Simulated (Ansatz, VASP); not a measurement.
One calculation of Ca, two programs

```
Ca
1.0
     1.85504   -3.19528    0.00000
     1.85504    3.19528    0.00000
     0.00000    0.00000    7.35037
Ca
2
Direct
  0.83559 0.16441 0.25000
  0.16441 0.83559 0.75000
```

Alike in both runs: task single point; functional PBEsol; k mesh 16 × 16 × 8; occupations gaussian, width 0.15 eV; no spin polarisation.

|  | VASP | Ansatz |
| --- | --- | --- |
| version | VASP 6.6.1 | Ansatz 0.2.0 |
| potentials or method | VASP PAW PBE potentials, release 64 (Ca_sv) | scalar-relativistic, plane waves, PAW |
| plane-wave cutoff (eV) | 520 | 420 |
| valence electrons in the cell | 20 | 20 |

VASP gave:

```
gap on the k mesh at the Fermi level (eV)       : none
pressure (GPa)                                  : -0.5
largest component of the traceless stress (GPa) : 4.21
rms of the force components (eV/Å)              : 0.005
```

Task: Which values does Ansatz return?

Result: gap on the k mesh at the Fermi level (eV): none; pressure (GPa): -0.5; largest component of the traceless stress (GPa): 4.20; rms of the force components (eV/Å): 0.005.

Atom by atom the forces differ by 0.000 eV/Å (rms over components). A gap of «none» marks a metal or a gap that the smearing closes.

Caveats: the PAW data sets were made with another functional, which shifts forces and pressure a little (VASP).
